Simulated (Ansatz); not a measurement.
# Understanding ZnS from first principles

**What was measured.** A cell as deposited of hexagonal ZnS (space group P6_3mc), temperature not stated, from the Crystallography Open Database (1993, doi:10.1103/PhysRevB.48.4335), has a, c = 3.811, 6.234 Å and 19.60 Å³/atom.

From a printed reference work, monograph, for a bulk crystal of ZnS at 4 K: band gap 3.911 eV (direct).

Method: r²SCAN, scalar-relativistic; no spin polarisation; PAW, 500 eV, Γ-centred 8×8×4 mesh, 0.05 eV Gaussian smearing; code Ansatz; PAW files: Ansatz's generated set soft_2.

The chain of runs began from a cell as deposited in COD, expanded in volume.

The relaxed structure (symmetry read at 0.01 Å). The structure is hexagonal, space group P6_3mc (No. 186). The conventional cell has a = 3.806 Å, b = 3.806 Å, c = 6.246 Å, α = 90.00°, β = 90.00°, γ = 120.00°. Zn (site symmetry 3m) has 4 S at 2.33 to 2.34 Å as nearest neighbours. S (site symmetry 3m) has 4 Zn at 2.33 to 2.34 Å as nearest neighbours. (Neighbours are counted to 15 % beyond the shortest distance.)

Results at this level of theory:

| Property | Result |
| --- | --- |
| Volume | 19.59 Å³/atom |
| Band gap | 2.78 eV |
| Smallest direct gap | 2.78 eV |
| Bader charges | Zn 0.97; S -0.97 e |
| Formation energy from the elements (0 K, uncorrected) | -0.98 eV/atom |

Should it be a metal or an insulator?

Formal charges Zn²⁺, S²⁻ balance and leave closed shells on every ion, so a band insulator is expected, and the gap is 2.78 eV.

It is direct, 2.78 eV. Within 0.6 eV of the edges the projected states are 90 % S 3p at the top of the valence band and 64 % Zn 4s at the bottom of the conduction band. The lowest excitation takes an electron from S back to Zn, as in ionic insulators.

Shannon's ionic radii give a check on the bond lengths: Zn²⁺ with 4 neighbours 0.60 Å + S²⁻ 1.84 Å (six-fold value) = 2.44 Å against a computed mean of 2.33 Å. The largest miss is -4 %; bonds shorter than the sum are usual where the bond is partly covalent, as with large, soft anions.

Bader charges against formal ones: Zn +0.97 (+2), S −0.97 (−2). The cations give up 48 % of the formal charge; Bader charges stay under formal ones because the anions' density reaches into the cations' basins, the more so the higher the formal charge and the softer the anion.

**Comparison.** The computed cell (3.806, 6.246 Å, 19.59 Å³/atom) differs from the database's by −0.1 % in volume, about −0.0 % in length. Agreement this close is partly luck: the calculation is for a static lattice, the crystal has zero-point motion and thermal expansion. Measured gap of ZnS: 3.911 eV (direct; 4 K; a printed reference work, monograph). This calculation gives 2.78 eV (-1.13 eV). Kohn–Sham gaps of semilocal functionals mostly fall below measured ones. Temperature and excitons aren't in the calculation.

Semilocal functionals underestimate band gaps, commonly by a third or more.
